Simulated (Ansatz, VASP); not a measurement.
## NbP3: VASP beside Ansatz

INCAR

```
SYSTEM = NbP3
  PREC = Accurate
  ENCUT = 520
  EDIFF = 1E-6
  ISMEAR = 0
  SIGMA = 0.1
  LREAL = .FALSE.
  LASPH = .TRUE.
  NELM = 100
  ALGO = Normal
  ISIF = 2
  LWAVE = .FALSE.
  LCHARG = .FALSE.
  GGA = PE
  NBANDS = 22
```

The input KPOINTS:

```
Automatic mesh
0
G
  6 6 6
  0 0 0
```

File POSCAR:

```
NbP3
1.0
   -1.9654903779      1.9654903779      4.3904460390
    1.9654903779     -1.9654903779      4.3904460390
    1.9654903779      1.9654903779     -4.3904460390
Nb P
1 3
Direct
    0.0000000000      0.0000000000      0.0000000000
    0.5000000000      0.5000000000      0.0000000000
    0.2500000000      0.7500000000      0.5000000000
    0.7500000000      0.2500000000      0.5000000000
```

Input for Ansatz:

```yaml
crystal:
  lattice:
    - [-1.9654903779, 1.9654903779, 4.390446039]
    - [1.9654903779, -1.9654903779, 4.390446039]
    - [1.9654903779, 1.9654903779, -4.390446039]
  atoms:
    - { symbol: Nb, position: [0.0, 0.0, 0.0] }
    - { symbol: P, position: [0.5, 0.5, 0.0] }
    - { symbol: P, position: [0.25, 0.75, 0.5] }
    - { symbol: P, position: [0.75, 0.25, 0.5] }
basis:
  ecutwfc: 420
kpoints:
  mp_grid: { grid: [6, 6, 6] }
hamiltonian:
  xc: pbe
scf:
  occupations: { method: gaussian, width: 0.1 }
  lower_state_search: "off"
output:
  forces: true
  stress: true
  eigenvalues: true
```

Alike in both runs: task single point; functional PBE; k mesh 6 × 6 × 6; occupations gaussian, width 0.1 eV; no spin polarisation.

|  | VASP | Ansatz |
| --- | --- | --- |
| version | VASP 6.6.1 | Ansatz 0.2.0 |
| potentials or method | VASP PAW PBE potentials, release 64 (Nb_sv, P) | scalar-relativistic, plane waves, PAW |
| plane-wave cutoff (eV) | 520 | 420 |
| valence electrons in the cell | 28 | 28 |

```tsv
	VASP	Ansatz	Ansatz less VASP
gap on the k mesh at the Fermi level (eV)	none	none	-
pressure (GPa)	-14.3	-14.2	+0.14
largest component of the traceless stress (GPa)	4.65	4.66	+0.006
```

A gap of «none» marks a metal or a gap that the smearing closes.

Caveats: the k mesh is coarse (spacing up to 0.38 Å⁻¹), so the values aren't converged.
